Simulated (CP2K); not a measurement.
AlN in CP2K: convergence with cutoff ry

The system is AlN.

```
Al N
1.0
     3.08863    0.00000    0.00000
     1.54432    2.67483    0.00000
     1.54432    0.89161    2.52186
Al N
1 1
Direct
  0.00440 0.00339 0.99539
  0.25458 0.24377 0.24966
```

The cell comes from a database or a generator and needn't be the stable form of this composition.

The cell isn't the ideal one: atoms moved at random, drawn with an rms of 0.02 Å.

| Item | Value |
| --- | --- |
| Program | CP2K 2026.2 |
| Task | single point |
| Functional | RPBE |
| Potentials or basis | GTH_POTENTIALS Al GTH-PBE-q3, N GTH-PBE-q5; DZVP-MOLOPT-SR-GTH basis |
| Density cutoff | 1225 eV |
| k mesh | 8 × 8 × 8 |
| Occupations | fermi-dirac, width 0.05 eV |
| Spin | no spin polarisation |

These are the settings of the first run; the series varies cutoff ry, with any setting tied to it.

Hardware: 1 thread of Arm Neoverse V1, with other jobs on the host.

The values tried are 90 Ry, 140 Ry, 190 Ry, 250 Ry, 320 Ry, 380 Ry, 450 Ry, 560 Ry, 720 Ry, loosest first. From which on does the pressure stay within 0.1 GPa of the tightest run that finished?

From 250 Ry on.

```
cutoff ry  energy less the tightest run, at zero smearing (meV/atom)  pressure (GPa)  gap on the mesh (eV)  SCF cycles  CPU time (s)  peak memory (GiB)
    90 Ry                                                      -7.65            5.89                 3.305          13            30               0.18
   140 Ry                                                      -2.01            4.57                 3.311          13            32               0.18
   190 Ry                                                      -0.56            4.89                 3.311          13            30               0.18
   250 Ry                                                       1.49            4.70                 3.311          13            32               0.19
   320 Ry                                                      -0.47            4.74                 3.310          13            29                0.2
   380 Ry                                                       0.14            4.71                 3.310          13            32               0.21
   450 Ry                                                       0.14            4.71                 3.310          13            32               0.21
   560 Ry                                                      -0.04            4.70                 3.310          13            31               0.23
   720 Ry                                                       0.00            4.70                 3.310          13            35               0.27
```

Against the tightest run, the energy stays within 1 meV/atom from 320 Ry on; the gap on the mesh stays within 0.01 eV from 90 Ry on. The tightest run that finished is the yardstick and may itself not be fully converged.

Caveat, for the tightest run too: the potentials were made for another functional, which shifts forces and pressure; the basis of atomic orbitals isn't converged, which shifts pressures, moduli and gaps.
